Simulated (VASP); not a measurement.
# CdO (Fm-3m) in VASP: notebook

Runs on CdO. Level: PBEsol. Tasks: relaxation of cell and atoms.

Everything below comes from runs of VASP 6.6.1. Logs are shortened: lines on timing, memory, paths and dates and some standing lists are left out, and cuts for length are marked.

### 1 The structure

It takes space group Fm-3m (No. 225, cubic). Conventional cell: a = 4.699 Å, b = 4.699 Å, c = 4.699 Å, α = 90.00°, β = 90.00°, γ = 90.00°. Cd (site symmetry m-3m) is surrounded by 6 O at 2.35 Å. O (site symmetry m-3m) is surrounded by 6 Cd at 2.35 Å.

The cell was built by a generator and needn't be a form met in nature.

### 2 Relaxation of cell and atoms, PBEsol

Contents of INCAR:

```
SYSTEM = CdO
PREC     = Accurate       ! precision mode
ENCUT    = 600            ! plane-wave cutoff, eV
EDIFF    = 1E-6           ! SCF threshold, eV
ISMEAR   = 0              ! smearing method
SIGMA    = 0.03           ! smearing width, eV
LREAL    = .False.        ! projectors in reciprocal space
LASPH    = .True.         ! aspherical terms in the spheres
NELM     = 80             ! most SCF steps
ALGO     = Normal         ! electronic algorithm
ISIF     = 3              ! what is computed and relaxed
LWAVE    = .False.        ! write WAVECAR
LCHARG   = .False.        ! write CHGCAR
GGA      = PS             ! functional
IBRION   = 2              ! ionic algorithm
NSW      = 90             ! ionic steps
EDIFFG   = -0.01          ! ionic threshold
KPAR     = 4
```

Contents of KPOINTS:

```
regular mesh
0
Gamma
  12 12 12
  0 0 0
```

Contents of POSCAR:

```
CdO
1.0
    0.0000000000      2.3495000000      2.3495000000
    2.3495000000      0.0000000000      2.3495000000
    2.3495000000      2.3495000000      0.0000000000
Cd O
1 1
Direct
    0.0000000000      0.0000000000      0.0000000000
    0.5000000000      0.5000000000      0.5000000000
```

Potentials or basis: VASP PAW PBE potentials, release 64 (Cd, O).

Started as:

```bash
$ cat potpaw_PBE.64/Cd/POTCAR potpaw_PBE.64/O/POTCAR > POTCAR
$ mpirun -np 4 vasp_std > vasp.out
```

OUTCAR:

```text
SYSTEM = CdO
   PREC = Accurate
   ENCUT = 600
   EDIFF = 1E-6
   ISMEAR = 0
   LREAL = .False.
   LASPH = .True.
   NELM = 80
   ISIF = 3
   GGA = PS
   IBRION = 2
   NSW = 90
   EDIFFG = -0.01

 ion  position               nearest neighbor table
   1  0.000  0.000  0.000-   2 2.35   2 2.35   2 2.35   2 2.35   2 2.35   2 2.35
   2  0.500  0.500  0.500-   1 2.35   1 2.35   1 2.35   1 2.35   1 2.35   1 2.35

  LATTYP: Found a face centered cubic cell.
 ALAT       =     4.6990000000

  Lattice vectors:

 A1 = (   0.0000000000,   2.3495000000,   2.3495000000)
 A2 = (   2.3495000000,   0.0000000000,   2.3495000000)
 A3 = (   2.3495000000,   2.3495000000,   0.0000000000)

Analysis of symmetry for initial positions (statically):
=====================================================================
 Subroutine PRICEL returns:
 Original cell was already a primitive cell.

 Routine SETGRP: Setting up the symmetry group for a
 face centered cubic supercell.

 Subroutine GETGRP returns: Found 48 space group operations
 (whereof 48 operations were pure point group operations)
 out of a pool of 48 trial point group operations.

The static configuration has the point symmetry O_h .

Analysis of symmetry for dynamics (positions and initial velocities):
=====================================================================
 Subroutine PRICEL returns:
 Original cell was already a primitive cell.

 Routine SETGRP: Setting up the symmetry group for a
 face centered cubic supercell.

 Subroutine GETGRP returns: Found 48 space group operations
 (whereof 48 operations were pure point group operations)
 out of a pool of 48 trial point group operations.

The dynamic configuration has the point symmetry O_h .

 Subroutine INISYM returns: Found 48 space group operations
 (whereof 48 operations are pure point group operations),
 and found     1 'primitive' translations

----------------------------------------------------------------------------------------

                                     Primitive cell

  volume of cell :      25.9392

  direct lattice vectors                    reciprocal lattice vectors
     0.000000000  2.349500000  2.349500000    -0.212811236  0.212811236  0.212811236
     2.349500000  0.000000000  2.349500000     0.212811236 -0.212811236  0.212811236
     2.349500000  2.349500000  0.000000000     0.212811236  0.212811236 -0.212811236

  length of vectors
     3.322694765  3.322694765  3.322694765     0.368599874  0.368599874  0.368599874

  position of ions in fractional coordinates (direct lattice)
     0.000000000  0.000000000  0.000000000
     0.500000000  0.500000000  0.500000000

  ion indices of the primitive-cell ions
   primitive index   ion index
                 1           1
                 2           2

----------------------------------------------------------------------------------------

 KPOINTS: regular mesh

Automatic generation of k-mesh.
 Grid dimensions read from file:
 generate k-points for:   12   12   12

 Generating k-lattice:

  Cartesian coordinates                     Fractional coordinates (reciprocal lattice)
    -0.017734270  0.017734270  0.017734270     0.083333333  0.000000000  0.000000000
     0.017734270 -0.017734270  0.017734270     0.000000000  0.083333333  0.000000000
     0.017734270  0.017734270 -0.017734270     0.000000000  0.000000000  0.083333333

  Length of vectors
     0.030716656  0.030716656  0.030716656

  Shift w.r.t. Gamma in fractional coordinates (k-lattice)
     0.000000000  0.000000000  0.000000000

 Subroutine IBZKPT returns following result:
 ===========================================

 Found     72 irreducible k-points:

 Following reciprocal coordinates:
            Coordinates               Weight
  0.000000  0.000000  0.000000      1.000000
  0.083333  0.000000  0.000000      8.000000
  0.166667  0.000000  0.000000      8.000000
  0.250000  0.000000  0.000000      8.000000
  0.333333  0.000000  0.000000      8.000000
  0.416667  0.000000  0.000000      8.000000
[... 16 lines left out ...]
  0.500000  0.166667  0.000000     24.000000
 -0.416667  0.166667  0.000000     24.000000
 [... further k-points ...]
   k-points           NKPTS =     72   k-points in BZ     NKDIM =     72   number of bands    NBANDS=     13
   number of dos      NEDOS =    301   number of ions     NIONS =      2
   total plane-waves  NPLWV =  21952
   dimension x,y,z NGX =    28 NGY =   28 NGZ =   28
   dimension x,y,z NGXF=    56 NGYF=   56 NGZF=   56
   ions per type =               1   1
   NGX,Y,Z   is equivalent  to a cutoff of  14.01, 14.01, 14.01 a.u.
   NGXF,Y,Z  is equivalent  to a cutoff of  28.02, 28.02, 28.02 a.u.
 SYSTEM =  CdO
   PREC   = accura    normal or accurate (medium, high low for compatibility)
   ISTART =      0    job   : 0-new  1-cont  2-samecut
   ICHARG =      2    charge: 1-file 2-atom 10-const
   ISPIN  =      1    spin polarized calculation?
   LNONCOLLINEAR =      F non collinear calculations
   LSORBIT =      F    spin-orbit coupling
   LASPH  =      T    aspherical Exc in radial PAW
   ENCUT  =  600.0 eV  44.10 Ry    6.64 a.u.   6.64  6.64  6.64*2*pi/ulx,y,z
   NELM   =     80;   NELMIN=  2; NELMDL= -5     # of ELM steps
   EDIFF  = 0.1E-05   stopping-criterion for ELM
   LREAL  =      F    real-space projection
   EDIFFG = -.1E-01   stopping-criterion for IOM
   NSW    =     90    number of steps for IOM
   IBRION =      2    ionic relax: 0-MD 1-quasi-New 2-CG
   NFREE  =      1    steps in history (QN), initial steepest desc. (CG)
   ISIF   =      3    stress and relaxation
   ISYM   =      2    0-nonsym 1-usesym 2-fastsym
   POTIM  = 0.5000    time-step for ionic-motion
   TEBEG  =    0.0;   TEEND  =   0.0 temperature during run
   PSTRESS=    0.0 pullay stress
   NELECT =      18.0000    total number of electrons
   NUPDOWN=      -1.0000    fix difference up-down
   EMIN   =  10.00;   EMAX   =-10.00  energy-range for DOS
   EFERMI =   0.00;   METHOD = LEGACY
   ISMEAR =     0;   SIGMA  =   0.03  broadening in eV -4-tet -1-fermi 0-gaus
   EFERMI_NEDOS =   21; number of points for ismear=-14 and -15
   IALGO  =     38    algorithm
   IMIX   =      4    mixing-type and parameters
     AMIX     =   0.40;   BMIX     =  1.00
     AMIX_MAG =   1.60;   BMIX_MAG =  1.00
  volume/ion in A,a.u.               =      12.97        87.52
  Fermi-wavevector in a.u.,A,eV,Ry     =   1.449373  2.738918 28.581522  2.100683
  Thomas-Fermi vector in A             =   2.567107
   LORBIT       =      0    0 simple, 1 ext, 2 COOP (PROOUT), +10 PAW based schemes
   GGA     = PS    functional components
   LHFCALC =     F    Hartree Fock is set to
   AEXX    =    0.0000 exact exchange contribution
   IVDW    =     0    specifies the selected vdW correction
   LEPSILON=     F    determine dielectric tensor
   LRPA    =     F    only Hartree local field effects (RPA)
 conjugate gradient relaxation of ions
 non-spin polarized calculation
 Gauss-broadening in eV      SIGMA  =   0.03
  energy-cutoff  :      600.00
  volume of cell :       25.94
 maximum number of plane-waves:       893
   NGX = 13   NGY = 13   NGZ = 13

--------------------------------------- Ionic step        1  -------------------------------------------

 number of electron      18.0000002 magnetization

 Free energy of the ion-electron system (eV)
  ---------------------------------------------------
  ext. energy  EPLUGINS =         0.00000000
  ---------------------------------------------------
  free energy    TOTEN  =        -8.50538664 eV

  energy without entropy =       -8.50534101  energy(sigma->0) =       -8.50536382

------------------------ aborting loop because EDIFF is reached ----------------------------------------

  FORCE on cell =-STRESS in cart. coord.  units (eV):
  Direction    XX          YY          ZZ          XY          YZ          ZX
  --------------------------------------------------------------------------------------
  -------------------------------------------------------------------------------------
  Total        0.0857882      0.0857882      0.0857882     -0.0000000     -0.0000000      0.0000000
  in kB        5.2988491      5.2988491      5.2988491     -0.0000000     -0.0000000      0.0000000
  external PRESSURE =       5.2988491 kB  Pullay stress =       0.0000000 kB
[... 57 lines left out ...]
  energy  without entropy=       -8.5054296277  energy(sigma->0) =       -8.50545252

--------------------------------------- Ionic step        3  -------------------------------------------

 number of electron      18.0000002 magnetization

 Free energy of the ion-electron system (eV)
  ---------------------------------------------------
  ext. energy  EPLUGINS =         0.00000000
  ---------------------------------------------------
  free energy    TOTEN  =        -8.50554877 eV

  energy without entropy =       -8.50550305  energy(sigma->0) =       -8.50552591

 E-fermi :   1.8752     XC(G=0): -11.9422

 val. band max:        1.8490335771   @ k =   0.5000   0.0000   0.0000
 cond. band min:       2.1416215022   @ k =   0.0833   0.0000   0.0000
 fundamental gap:      0.2925879252
 Fermi energy:         1.8751672935

 k-point     1 :       0.0000    0.0000    0.0000
  band No.  band energies     occupation
      1     -15.4488      2.00000
      2      -4.8051      2.00000
      3      -4.8051      2.00000
      4      -4.8051      2.00000
      5      -4.5027      2.00000
      6      -4.5027      2.00000
      7       0.5008      2.00000
      8       0.5008      2.00000
      9       0.5008      2.00000
     10       1.3096      2.00000
     11      16.6110      0.00000
     12      18.7064      0.00000
     13      18.7064      0.00000
[... 353 lines left out ...]
 k-point    24 :      -0.4167    0.1667    0.0000
  band No.  band energies     occupation
      1     -14.6528      2.00000
      2      -5.5686      2.00000
      3      -5.2732      2.00000
      4      -5.1787      2.00000
      5      -4.2707      2.00000
      6      -4.2478      2.00000
      7      -1.8792      2.00000
      8       0.6436      2.00000
      9       1.5984      2.00000
     10       7.3846      0.00000
     11       8.7356      0.00000
     12      12.0176      0.00000
     13      14.0176      0.00000

 [... further k-points ...]

------------------------ aborting loop because EDIFF is reached ----------------------------------------

  FORCE on cell =-STRESS in cart. coord.  units (eV):
  Direction    XX          YY          ZZ          XY          YZ          ZX
  --------------------------------------------------------------------------------------
  -------------------------------------------------------------------------------------
  Total        0.0004121      0.0004121      0.0004121      0.0000000      0.0000000      0.0000000
  in kB        0.0253600      0.0253600      0.0253600      0.0000000      0.0000000      0.0000000
  external PRESSURE =       0.0253600 kB  Pullay stress =       0.0000000 kB
[... 17 lines left out ...]
  FREE ENERGIE OF THE ION-ELECTRON SYSTEM (eV)
  ---------------------------------------------------
  free  energy   TOTEN  =        -8.5055487727 eV

  energy  without entropy=       -8.5055030510  energy(sigma->0) =       -8.50552591

 reached required accuracy - stopping structural energy minimisation
```

It took 11 s on 4 MPI ranks of Intel Xeon 6975P-C (Granite Rapids), shared host; peak memory 0.17 GiB.

What came out:

- Free energy: -8.5055 eV
- Relaxed volume: 13.02 Å³/atom
- Relaxed cell: a = 3.327 Å, b = 3.327 Å, c = 3.327 Å, α = 60.00°, β = 60.00°, γ = 60.00°
- Space group after relaxing (to 0.05 Å): Fm-3m (No. 225)
- Energy gained by relaxing: 0.1 meV/atom
- Ionic steps: 3
- Pressure after relaxing: 0.0 GPa
- Band gap on the k mesh: none (metal or under the smearing width)

Step by step:
```tsv
step	energy change (eV)	largest force (eV/Å)	pressure (GPa)	volume (Å³)
1	0.0000	0.0000	0.53	25.94
2	-0.0001	0.0000	-0.36	26.10
3	-0.0002	0.0000	0.00	26.04
```

Final structure:
```
Cd O
1.0
     0.00000    2.35240    2.35240
     2.35240    0.00000    2.35240
     2.35240    2.35240    0.00000
Cd O
1 1
Direct
  0.00000 0.00000 0.00000
  0.50000 0.50000 0.50000
```

Caveat: the PAW data sets were made with another functional, which shifts forces and pressure a little; this crystal is a semiconductor, whose small gap the functional closes, so the metal is an error of the method.

(Part 1 of 2 ends here.)
